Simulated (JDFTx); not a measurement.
Wanted: the native input for a JDFTx 1.7.0 (patched build) run.

```yaml
Task: band structure
Functional: LDA
Potentials_or_basis: PseudoDojo-SR-LDA-0.4.1-standard
Cutoff: 1116 eV
Density_cutoff: 8925 eV
k_mesh: 10 × 10 × 5
Occupations: fermi-dirac, width 0.05 eV
Spin: no spin polarisation
Band_ratio_of_the_Davidson_solver: 1.3
Bands: 14
Density_cutoff_over_wavefunction_cutoff: 8
Max_SCF_steps: 30
SCF_threshold_on_the_energy: 1e-06 Ha
Solver_of_the_electrons: minimize
Further_solve_for_the_empty_bands: no
Start: density of an earlier self-consistent run, held fixed
Path: G-M-K-G-A-L-H-A-L-M-K-H
```

SiC (Moissanite):

```
CELL_PARAMETERS angstrom
3.07600 0.00000 0.00000
-1.53800 2.66389 0.00000
0.00000 0.00000 5.04800
ATOMIC_POSITIONS crystal
Si 0.66667 0.33333 0.50000
Si 0.33333 0.66667 0.00000
C 0.66667 0.33333 0.88500
C 0.33333 0.66667 0.38500
```

One way to write it, as run:

bands.in

```
lattice \
    3.0760000000    -1.5380000000     0.0000000000 \
    0.0000000000     2.6638941420     0.0000000000 \
    0.0000000000     0.0000000000     5.0480000000
latt-scale 1.889726124626 1.889726124626 1.889726124626
coords-type Lattice
ion Si     0.6666666667     0.3333333333     0.5000000000 1
ion Si     0.3333333333     0.6666666667     0.0000000000 1
ion C      0.6666666667     0.3333333333     0.8850000000 1
ion C      0.3333333333     0.6666666667     0.3850000000 1

ion-species pseudo/Si.upf
ion-species pseudo/C.upf
elec-cutoff 41 328
elec-ex-corr lda-PW
elec-smearing Fermi 0.0018374661
elec-n-bands 14
electronic-minimize nIterations 30 energyDiffThreshold 1e-06
davidson-band-ratio 1.3
forces-output-coords Cartesian
include path.kpoints
symmetries none
fix-electron-density run.$VAR

dump-name bands.$VAR
dump End Ecomponents EigStats BandEigs Kpoints Forces
```

path.kpoints

```
kpoint +0.0000000000 +0.0000000000 +0.0000000000 0.020000000000
kpoint +0.0833333333 +0.0000000000 +0.0000000000 0.020000000000
kpoint +0.1666666667 +0.0000000000 +0.0000000000 0.020000000000
kpoint +0.2500000000 +0.0000000000 +0.0000000000 0.020000000000
kpoint +0.3333333333 +0.0000000000 +0.0000000000 0.020000000000
kpoint +0.4166666667 +0.0000000000 +0.0000000000 0.020000000000
kpoint +0.5000000000 +0.0000000000 +0.0000000000 0.020000000000
kpoint +0.4444444444 +0.1111111111 +0.0000000000 0.020000000000
kpoint +0.3888888889 +0.2222222222 +0.0000000000 0.020000000000
kpoint +0.3333333333 +0.3333333333 +0.0000000000 0.020000000000
kpoint +0.2916666667 +0.2916666667 +0.0000000000 0.020000000000
kpoint +0.2500000000 +0.2500000000 +0.0000000000 0.020000000000
kpoint +0.2083333333 +0.2083333333 +0.0000000000 0.020000000000
kpoint +0.1666666667 +0.1666666667 +0.0000000000 0.020000000000
kpoint +0.1250000000 +0.1250000000 +0.0000000000 0.020000000000
kpoint +0.0833333333 +0.0833333333 +0.0000000000 0.020000000000
kpoint +0.0416666667 +0.0416666667 +0.0000000000 0.020000000000
kpoint +0.0000000000 +0.0000000000 +0.0000000000 0.020000000000
kpoint +0.0000000000 +0.0000000000 +0.1666666667 0.020000000000
kpoint +0.0000000000 +0.0000000000 +0.3333333333 0.020000000000
kpoint +0.0000000000 +0.0000000000 +0.5000000000 0.020000000000
kpoint +0.0714285714 +0.0000000000 +0.5000000000 0.020000000000
kpoint +0.1428571429 +0.0000000000 +0.5000000000 0.020000000000
kpoint +0.2142857143 +0.0000000000 +0.5000000000 0.020000000000
kpoint +0.2857142857 +0.0000000000 +0.5000000000 0.020000000000
kpoint +0.3571428571 +0.0000000000 +0.5000000000 0.020000000000
kpoint +0.4285714286 +0.0000000000 +0.5000000000 0.020000000000
kpoint +0.5000000000 +0.0000000000 +0.5000000000 0.020000000000
kpoint +0.4583333333 +0.0833333333 +0.5000000000 0.020000000000
kpoint +0.4166666667 +0.1666666667 +0.5000000000 0.020000000000
kpoint +0.3750000000 +0.2500000000 +0.5000000000 0.020000000000
kpoint +0.3333333333 +0.3333333333 +0.5000000000 0.020000000000
kpoint +0.2962962963 +0.2962962963 +0.5000000000 0.020000000000
kpoint +0.2592592593 +0.2592592593 +0.5000000000 0.020000000000
kpoint +0.2222222222 +0.2222222222 +0.5000000000 0.020000000000
kpoint +0.1851851852 +0.1851851852 +0.5000000000 0.020000000000
kpoint +0.1481481481 +0.1481481481 +0.5000000000 0.020000000000
kpoint +0.1111111111 +0.1111111111 +0.5000000000 0.020000000000
kpoint +0.0740740741 +0.0740740741 +0.5000000000 0.020000000000
kpoint +0.0370370370 +0.0370370370 +0.5000000000 0.020000000000
kpoint +0.0000000000 +0.0000000000 +0.5000000000 0.020000000000
kpoint +0.5000000000 +0.0000000000 +0.5000000000 0.020000000000
kpoint +0.5000000000 +0.0000000000 +0.3750000000 0.020000000000
kpoint +0.5000000000 +0.0000000000 +0.2500000000 0.020000000000
kpoint +0.5000000000 +0.0000000000 +0.1250000000 0.020000000000
kpoint +0.5000000000 +0.0000000000 +0.0000000000 0.020000000000
kpoint +0.3333333333 +0.3333333333 +0.0000000000 0.020000000000
kpoint +0.3333333333 +0.3333333333 +0.1666666667 0.020000000000
kpoint +0.3333333333 +0.3333333333 +0.3333333333 0.020000000000
kpoint +0.3333333333 +0.3333333333 +0.5000000000 0.020000000000
```

Potentials or basis: PseudoDojo-SR-LDA-0.4.1-standard.

Run with:

```console
$ jdftx -c 1 -i bands.in -o bands.out
```

It gave:

```yaml
Band_gap_along_the_path: 2.23 eV, indirect (least direct gap 4.00 eV)
```

Run time: 31 s on 1 thread of Arm Neoverse V2 (shared host), peak memory 0.09 GiB.
